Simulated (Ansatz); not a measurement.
# What MgI2 (model cell, started as fluorite) distorts into

Aim: this structure of MgI2 (model cell, started as fluorite) is to be tested for unstable modes, and one is followed downhill.

Program: Ansatz 0.2.0. Level of theory: DFT PBEsol, scalar-relativistic, plane waves, PAW. Results are calculated unless marked as measured.

Most raw output is cut from this account.

The structure was built from a prototype and need not be the compound's stable phase.

## 1. The starting structure

It takes space group Fm-3m (No. 225, cubic). The conventional cell has a = 7.415 Å, b = 7.415 Å, c = 7.415 Å, α = 90.00°, β = 90.00°, γ = 90.00°. Mg has 8 I at 3.21 Å nearest. Nearest to I lie 4 Mg at 3.21 Å. Farther neighbours and most contacts between anions are not listed.

## 2. Response at finite wavevector

The cell comes from relaxations at this level that are not shown. Stability and thermal properties need the whole zone. Linear response on a 2×2×2 q mesh gives force constants as far as a supercell of that size would, and the tensors from the zone-centre run are typed in so that the long-range dipole term is interpolated apart.

File input.yaml:

```yaml
crystal:
  lattice:
    - [0.0, 3.7074529804, 3.7074529804]
    - [3.7074529804, 0.0, 3.7074529804]
    - [3.7074529804, 3.7074529804, 0.0]
  atoms:
    - { symbol: Mg, position: [0.0, 0.0, 0.0] }
    - { symbol: I, position: [0.25, 0.25, 0.25] }
    - { symbol: I, position: [0.75, 0.75, 0.75] }
kpoints:
  mp_grid: { grid: [12, 12, 12] }
hamiltonian:
  xc: pbesol
scf:
  occupations: { method: fixed }
output:
  eigenvalues: true
phonons:
  method: dfpt
  qmesh: [2, 2, 2]
  temperatures: { t_max: 1000, t_step: 50 }
  qpath:
    path:
      - [[0.0, 0.0, 0.0], [0.5, 0.0, 0.5], [0.625, 0.25, 0.625]]
      - [[0.375, 0.375, 0.75], [0.0, 0.0, 0.0], [0.5, 0.5, 0.5], [0.5, 0.25, 0.75], [0.5, 0.0, 0.5]]
    npoints: 10
  non_analytic_term:
    high_frequency_dielectric_tensor: [[5.4922, 0.0, 0.0], [0.0, 5.4922, 0.0], [0.0, 0.0, 5.4922]]
    born_effective_charges:
      - { species: Mg, tensor: [[2.9083, 0.0, 0.0], [0.0, 2.9083, 0.0], [0.0, 0.0, 2.9083]] }
      - { species: I, tensor: [[-1.4541, 0.0, 0.0], [0.0, -1.4541, 0.0], [0.0, 0.0, -1.4541]] }
      - { species: I, tensor: [[-1.4541, 0.0, 0.0], [0.0, -1.4541, 0.0], [0.0, 0.0, -1.4541]] }
    source: "zone-centre run at this cell"
```

Run with:

```bash
ansatz run input.yaml --threads 4 --pin off --max-ram 7168MiB --backend cpu --events-out ev --progress --plain --runs-dir out
```

It took 99 s on 4 threads of Intel Xeon Platinum 8488C (Sapphire Rapids), shared host; peak memory 2.9 GiB; 6.3 min of CPU time.

Numbers from this step:

* gap on the k-mesh: 0.6402 eV
* volume per atom: 33.97 Å³
* sum-rule residual before enforcement: 2.11e-5 eV/Å²
* lowest frequency on the path: -96.03 cm⁻¹
* point group: m-3m
* highest frequency on the path or at a solved wavevector: 199.9 cm⁻¹
* highest optical mode at the zone centre (no LO-TO term): 84.32 cm⁻¹
* lowest optical zone-centre mode: 41.9 cm⁻¹
* lowest mode on the q mesh (acoustic modes at Γ apart): -96.03 cm⁻¹

Frequencies (cm⁻¹) solved at each irreducible wavevector; negative means imaginary. Frequencies by wavevector, by row:

```
q in reciprocal lattice units  star  mode 1  mode 2  mode 3  mode 4  mode 5  mode 6  mode 7  mode 8  mode 9
                        0 0 0     1       0       0       0    41.9    41.9    41.9    84.3    84.3    84.3
                     0 0 -0.5     4   -45.9   -45.9    43.9    70.8    70.8    72.1    72.1    75.9   129.9
                  0 -0.5 -0.5     3     -96   -61.9   -61.9   -57.5   -57.5   103.8   103.8   116.4   199.9
```

Interpolated from a 2×2×2 q mesh, with the LO-TO term (at Γ the limit along the path; where Γ stands inside the path, tables give the limit on arrival). The phonon branches at the labelled points (cm⁻¹):

```csv
point,branch 1,branch 2,branch 3,branch 4,branch 5,branch 6,branch 7,branch 8,branch 9
Γ,0,0,0,42,42,84,84,84,188
halfway,-61,-61,-34,-34,-20,85,98,98,188
X,-96,-62,-62,-58,-58,104,104,116,200
halfway,-93,-58,-57,-54,-44,102,103,116,189
U,-84,-43,-42,-42,37,98,101,116,158
jump to K,-84,-43,-42,-42,37,98,101,116,158
halfway,-46,-36,38,54,64,67,68,101,154
Γ,0,0,0,42,42,84,84,84,188
halfway,-14,-14,28,43,43,82,83,83,161
L,-46,-46,44,71,71,72,72,76,130
halfway,-55,-49,-44,62,65,86,96,105,126
W,-77,-76,-69,63,63,113,114,123,123
halfway,-90,-66,-64,-37,36,95,107,116,179
X,-96,-62,-62,-58,-58,104,104,116,200
```

Symmetry leaves 3 wavevectors to solve. The lowest mode among them, the acoustic zeros apart, lies at q = (0, -0.5, -0.5) and is imaginary, 96.0i cm⁻¹, so the energy falls along it.

## 3. The mode frozen in, largest atomic shift 0 Å

The mode followed lies at q = (0, -0.5, -0.5) with frequency 61.9i cm⁻¹ and is 2-fold degenerate, one of the unstable modes though not the softest. At small amplitude the distorted cell has space group no. 64 by a symmetry search on the positions. The undistorted cell that holds it gives the zero of energy on the same k mesh.

System of this step: MgI2 (model cell, started as fluorite). Symmetry: Fm-3m, No. 225, cubic system. The conventional cell has a = 7.415 Å, b = 7.415 Å, c = 7.415 Å, α = 90.00°, β = 90.00°, γ = 90.00°. Mg has 8 I at 3.21 Å nearest. I has 4 Mg at 3.21 Å nearest. Farther neighbours and most contacts between anions are not listed.

File input.yaml:

```yaml
crystal:
  lattice:
    - [0.0, -3.7074529804, -3.7074529804]
    - [0.0, 3.7074529804, -3.7074529804]
    - [7.4149059608, 0.0, 0.0]
  atoms:
    - { symbol: Mg, position: [0.5, 0.5, 0.5] }
    - { symbol: Mg, position: [0.0, 0.0, 0.0] }
    - { symbol: I, position: [0.0, 0.5, 0.75] }
    - { symbol: I, position: [0.5, 0.0, 0.25] }
    - { symbol: I, position: [0.0, 0.5, 0.25] }
    - { symbol: I, position: [0.5, 0.0, 0.75] }
kpoints:
  mp_grid: { grid: [6, 6, 4] }
hamiltonian:
  xc: pbesol
scf:
  occupations: { method: gaussian, width: 0.02 }
output:
  forces: true
  stress: true
  eigenvalues: true
```

It took 2.9 s on 4 threads; peak memory 0.71 GiB; 11 s of CPU time.

This step gave:

* pressure: 0.005239 GPa
* gap on the k-mesh: 0.6393 eV
* energy from the undistorted cell: 0 meV/atom

At this level the gap is 0.64 eV on the k-mesh of the self-consistent run, which can miss the band edges.

## 4. The mode frozen in, largest atomic shift 0.6 Å

The atoms are moved along the unstable eigenvector, the largest shift by 0.6 Å, with the cell fixed.

input.yaml, the sections that differ from step 3:

```yaml
crystal:
  lattice:
    - [0.0, -3.7074529804, -3.7074529804]
    - [0.0, 3.7074529804, -3.7074529804]
    - [7.4149059608, 0.0, 0.0]
  atoms:
    - { symbol: Mg, position: [0.5, 0.5, 0.5] }
    - { symbol: Mg, position: [0.0, 0.0, 0.0] }
    - { symbol: I, position: [-0.0809180862, 0.5809180862, 0.75] }
    - { symbol: I, position: [0.5809180862, -0.0809180862, 0.25] }
    - { symbol: I, position: [0.0809180862, 0.4190819138, 0.25] }
    - { symbol: I, position: [0.4190819138, 0.0809180862, 0.75] }
# kpoints, hamiltonian, scf, output: as in step 3
```

The job ended after 3.3 s (4 threads; peak memory 0.75 GiB; 12 s of CPU time).

Numbers from this step:

| Property | Result |
| --- | --- |
| pressure | 0.7774 GPa |
| gap on the k-mesh | 1.063 eV |
| energy from the undistorted cell | -76.41 meV/atom |

The energy, extrapolated to zero smearing, is -76.41 meV/atom against the undistorted cell.

The run ends at a pressure of 0.78 GPa, with forces up to 0.037 eV/Å.

## 5. Energy along the mode, all amplitudes (two of the runs are shown above)

An imaginary frequency means negative curvature, so the energy should fall and then rise again as anharmonic terms take over.

Numbers from this step:

```
depth at the lowest point sampled  : 76.41 meV/atom
largest atomic shift at that point : 0.6 Å
```

Energy from the parent against largest atomic shift:

```
largest atomic shift (Å)  energy from the parent (meV/atom)
                   0.000                                  0
                   0.040                             -0.961
                   0.080                              -3.76
                   0.140                              -10.9
                   0.220                              -24.2
                   0.320                              -43.0
                   0.450                              -64.2
                   0.600                              -76.4
```

Displacement at unit largest shift by atom:

```
atom  x (Å)  y (Å)  z (Å)  size
 Mg1   0.00   0.00   0.00  0.00
 Mg2   0.00   0.00   0.00  0.00
  I3   0.00   1.00   0.00  1.00
  I4   0.00  -1.00   0.00  1.00
  I5   0.00  -1.00   0.00  1.00
  I6   0.00   1.00   0.00  1.00
```

The lowest of the steps tried is the last one, at 0.6 Å, 76.4 meV/atom below the parent; the bottom of the well need not coincide with a step.

## 6. Relaxation from the frozen mode

Starting from the lowest point found, all atoms and the cell are let go, so that strain and other modes of the same symmetry can join in.

input.yaml, as its differences from that of step 4:

```diff
@@ -17,3 +17,3 @@
 scf:
-  occupations: { method: gaussian, width: 0.02 }
+  occupations: { method: fixed }
 output:
@@ -22 +22,10 @@
   eigenvalues: true
+  write_density: true
+  write_potential: true
+  elf: true
+  volumetric_format: npy
+relax:
+  adjacent_minimum: "off"
+  f_tol: 0.002
+  max_steps: 120
+  cell: { stress_tol: 0.03 }
```

Elapsed: 30 s, on 4 threads; peak memory 0.86 GiB.

Relaxation path:

```csv
step,energy less that of the first step (eV),largest force component (eV/Å),pressure (GPa),volume (Å³)
1,0.0000,0.0373,0.78,203.84
2,-0.2017,0.1676,0.03,208.78
3,-0.2600,0.0858,-0.01,212.96
4,-0.2783,0.0456,0.28,216.16
5,-0.2824,0.0007,-0.06,218.79
6,-0.2829,0.0004,0.00,217.81
7*,-0.2849,0.0005,0.01,217.81
```

Relaxation steps marked * repeat the geometry before them on a plane-wave basis chosen anew for their cell, so energy and pressure can jump there.

Forces are held to the 8 operations that the run works with; a distortion that breaks them can't arise in this run.

```csv
"conventional cell, symmetrised",before,after,change
a (Å),7.415,7.661,+3.3 %
b (Å),7.415,8.185,+10.4 %
c (Å),7.415,6.947,-6.3 %
volume (Å³/atom),33.97,36.30,+6.9 %
```

The atoms that moved most (Å, as changes of fractional coordinates times the final cell):

```csv
atom,dx,dy,dz,length
I3,0.000,0.193,0.000,0.193
I4,0.000,-0.193,0.000,0.193
I6,0.000,0.193,0.000,0.193
I5,0.000,-0.193,0.000,0.193
```

Final coordinates:

```xyz
6
Lattice="0.0000 -4.0925 -3.8306 0.0000 4.0925 -3.8306 6.9469 0.0000 0.0000" Properties=species:S:1:pos:R:3 pbc="T T T"
Mg    3.4735    0.0000   -3.8306
Mg    0.0000    0.0000    0.0000
I     5.2102    2.9014   -1.9153
I     1.7367   -2.9014   -1.9153
I     1.7367    1.1911   -1.9153
I     5.2102   -1.1911   -1.9153
```

This step gave:

```
pressure          : 0.01375 GPa
gap on the k-mesh : 1.269 eV
volume per atom   : 36.30 Å³
```

Valence density in the bc plane of the conventional cell at fractional x = 0.250, with atoms of I within 0.2 Å of it. It is the smooth field of the valence electrons, not physical close to the nuclei.

Values in e/Å³, 10 rows by 16 columns, each cell a mean:
```
 0  0  0  0  0  0  0  0  0  0  0  0  0  0  0  0
 0  0  0  0  1  4  3  1  0  0  0  0  1  4  3  1
 0  0  0  0  3 13 10  1  0  0  0  0  3 13 10  1
 0  0  0  0  1  2  2  0  0  0  0  0  1  2  2  0
 0  0  0  0  0  0  0  0  0  0  0  0  0  0  0  0
 0  0  0  0  0  0  0  0  0  0  0  0  0  0  0  0
 0  2  5  2  0  0  0  0  0  2  5  2  0  0  0  0
 1  6 15  6  1  0  0  0  1  6 15  6  1  0  0  0
 0  1  2  1  0  0  0  0  0  1  2  1  0  0  0  0
 0  0  0  0  0  0  0  0  0  0  0  0  0  0  0  0
```
Columns run along b (8.2 Å), rows up along c (6.9 Å), edges of the conventional cell, whose origin can differ from the input's. Atoms in or near the plane, at fractional coordinates: I at (0.65, 0.25), I at (0.35, 0.75), I at (0.85, 0.75), I at (0.15, 0.25).

Electrostatic potential energy in the bc plane of the conventional cell at fractional x = 0.250, with atoms of I within 0.2 Å of it. With pseudopotentials it is smooth inside the atoms' cores, unlike the true potential.

Values in eV, 10 rows by 16 columns, each cell a mean:
```
  9  10  10   9   6   3   4   7   9  10  10   9   6   3   4   7
  7  10   9   5  -9  -6  -8  -5   7  10   9   5  -9  -6  -8  -5
  5   9   9   1  -9  11   5 -11   5   9   9   1  -9  11   5 -11
  8  10   9   6  -5  -9  -9  -1   8  10   9   6  -5  -9  -9  -1
  9   9   9   9   8   6   7   8   9   9   9   9   8   6   7   8
  8   5   3   5   8  10  10   9   8   5   3   5   8  10  10   9
  0 -10  -5 -10   0   9  10   8   0 -10  -5 -10   0   9  10   8
 -6  -3  12  -3  -5   8  10   8  -6  -3  12  -3  -5   8  10   8
  3  -8  -8  -8   3   9  10   9   3  -8  -8  -8   3   9  10   9
  9   7   6   8   9   9   9   9   9   7   6   8   9   9   9   9
```
Columns run along b (8.2 Å; values clipped at the 3rd and 97th percentile), rows up along c (6.9 Å), edges of the conventional cell, whose origin can differ from the input's. Atoms in or near the plane, at fractional coordinates: I at (0.65, 0.25), I at (0.35, 0.75), I at (0.85, 0.75), I at (0.15, 0.25).

ELF in the bc plane of the conventional cell at fractional x = 0.250, with atoms of I within 0.2 Å of it. It is the smooth field of the valence electrons, not physical close to the nuclei.

Values, 10 rows by 16 columns, each cell a mean:
```
0.23 0.08 0.09 0.24 0.48 0.62 0.65 0.53 0.23 0.08 0.09 0.24 0.48 0.62 0.65 0.53
0.57 0.13 0.23 0.68 0.65 0.48 0.52 0.67 0.57 0.13 0.23 0.68 0.65 0.48 0.52 0.67
0.62 0.16 0.32 0.72 0.55 0.28 0.31 0.60 0.62 0.16 0.32 0.72 0.55 0.28 0.31 0.60
0.52 0.11 0.18 0.61 0.67 0.57 0.60 0.69 0.52 0.11 0.18 0.61 0.67 0.57 0.60 0.69
0.16 0.12 0.13 0.16 0.35 0.52 0.56 0.40 0.16 0.12 0.13 0.16 0.35 0.52 0.56 0.40
0.44 0.64 0.65 0.55 0.32 0.11 0.07 0.15 0.44 0.64 0.65 0.55 0.32 0.11 0.07 0.15
0.69 0.57 0.46 0.59 0.71 0.40 0.08 0.42 0.69 0.57 0.46 0.59 0.71 0.40 0.08 0.42
0.65 0.40 0.27 0.43 0.70 0.51 0.11 0.49 0.65 0.40 0.27 0.43 0.70 0.51 0.11 0.49
0.69 0.63 0.56 0.64 0.67 0.32 0.07 0.37 0.69 0.63 0.56 0.64 0.67 0.32 0.07 0.37
0.31 0.52 0.54 0.40 0.21 0.12 0.13 0.13 0.31 0.52 0.54 0.40 0.21 0.12 0.13 0.13
```
Columns run along b (8.2 Å), rows up along c (6.9 Å), edges of the conventional cell, whose origin can differ from the input's. Atoms in or near the plane, at fractional coordinates: I at (0.65, 0.25), I at (0.35, 0.75), I at (0.85, 0.75), I at (0.15, 0.25).

The distorted start has space group Cmce; the relaxation ends in Cmce.

## 7. The new phase in its own primitive cell

The relaxed structure is symmetrised, reduced to its primitive cell and relaxed tightly, as its phonons need.

File input.yaml:

```yaml
crystal:
  lattice:
    - [3.8306365102, -4.0925304286, 0.0]
    - [3.8306365102, 4.0925304286, 0.0]
    - [0.0, 0.0, 6.9469004659]
  atoms:
    - { symbol: Mg, position: [0.5, 0.5, 0.5] }
    - { symbol: Mg, position: [0.0, 0.0, 0.0] }
    - { symbol: I, position: [0.6044730326, 0.8955269674, 0.25] }
    - { symbol: I, position: [0.8955269674, 0.6044730326, 0.75] }
    - { symbol: I, position: [0.3955269674, 0.1044730326, 0.75] }
    - { symbol: I, position: [0.1044730326, 0.3955269674, 0.25] }
kpoints:
  mp_grid: { grid: [6, 6, 4] }
hamiltonian:
  xc: pbesol
scf:
  occupations: { method: fixed }
output:
  forces: true
  stress: true
  eigenvalues: true
relax:
  adjacent_minimum: "off"
  f_tol: 0.001
  max_steps: 60
  cell: { stress_tol: 0.01 }
```

It took 16 s on 4 threads; peak memory 0.83 GiB; 63 s of CPU time.

The steps of the relaxation:

| step | energy less that of the first step (eV) | largest force component (eV/Å) | pressure (GPa) | volume (Å³) |
| --- | --- | --- | --- | --- |
| 1 | 0.0000 | 0.0005 | 0.01 | 217.81 |
| 2 | 0.0000 | 0.0001 | -0.01 | 218.10 |
| 3 | 0.0000 | 0.0005 | 0.00 | 218.15 |
| 4* | 0.0000 | 0.0005 | 0.00 | 218.15 |

Relaxation steps marked * repeat the geometry before them on a plane-wave basis chosen anew for their cell, so energy and pressure can jump there.

The run keeps the 8 symmetry operations that it works with, so distortions that break them were not tested.

```
conventional cell, symmetrised  before  after  change
                         a (Å)   7.661  7.664  +0.0 %
                         b (Å)   8.185  8.198  +0.2 %
                         c (Å)   6.947  6.944  -0.0 %
              volume (Å³/atom)   36.30  36.36  +0.2 %
```

Final coordinates:

```
Mg I
1.0
     3.83205   -4.09900    0.00000
     3.83205    4.09900    0.00000
     0.00000    0.00000    6.94401
Mg I
2 4
Direct
  0.50000 0.50000 0.50000
  0.00000 0.00000 0.00000
  0.60474 0.89526 0.25000
  0.89526 0.60474 0.75000
  0.39526 0.10474 0.75000
  0.10474 0.39526 0.25000
```

Numbers from this step:

```yaml
pressure: -0.003690 GPa
gap_on_the_k_mesh: 1.268 eV
volume_per_atom: 36.36 Å³
direct_gap_on_mesh: 1.585 eV
```

The largest force component left is 0.50 meV/Å and the pressure is -0.004 GPa, within the tolerances set. The cell now holds 36.36 Å³/atom.

## 8. Results

```yaml
unstable_mode_of_the_parent: q = (0, -0.5, -0.5), 62i cm⁻¹
depth_at_the_lowest_point_sampled: 76.4 meV/atom
largest_atomic_shift_at_that_point: 0.6 Å
space_group_reached_within_0p01_a: Cmce
energy_gained_over_the_parent_first_relaxation_on_the_mesh_of_the_frozen_mode: 124 meV/atom
volume_per_atom_phase_reached: 36.4 Å³
gap_on_the_k_mesh_phase_reached: 1.27 eV
```

What this shows: Along this mode the structure falls into Cmce, 124 meV/atom below the parent. At the parent's cell the well is 76.41 meV/atom deep on the steps tried, with its lowest point at a shift of 0.6 Å. That is the last step tried, so the steps alone don't bracket the bottom of the well. Relaxing atoms and cell changes the gain by +47.48 meV/atom against the lowest step (energies at zero smearing). The modes of the phase reached were not computed on this path. Of the 4 patterns followed to their end from this parent, this one ends 225 meV/atom above the lowest, Pnnm. Each path keeps the symmetry of its pattern, so a lower phase may lie along a pattern not tried. The program warns that the interpolation holds no quadrupole term, so branches close to Γ can be off in this crystal. Spin-orbit coupling is left out, which can matter for the heavy elements here. The starting cell was built on a prototype and not taken from a measurement, so the phase need not exist.

[Logs are printed without paths, hosts, clocks, repeated set-up lines and the standing remarks that a program may print on its own settings, such as how far it seeks lower states.]

[Hosts, paths, dates, database ids (printed as entryN), source tags and the programs' standing remarks are cut or masked in the printed files.]
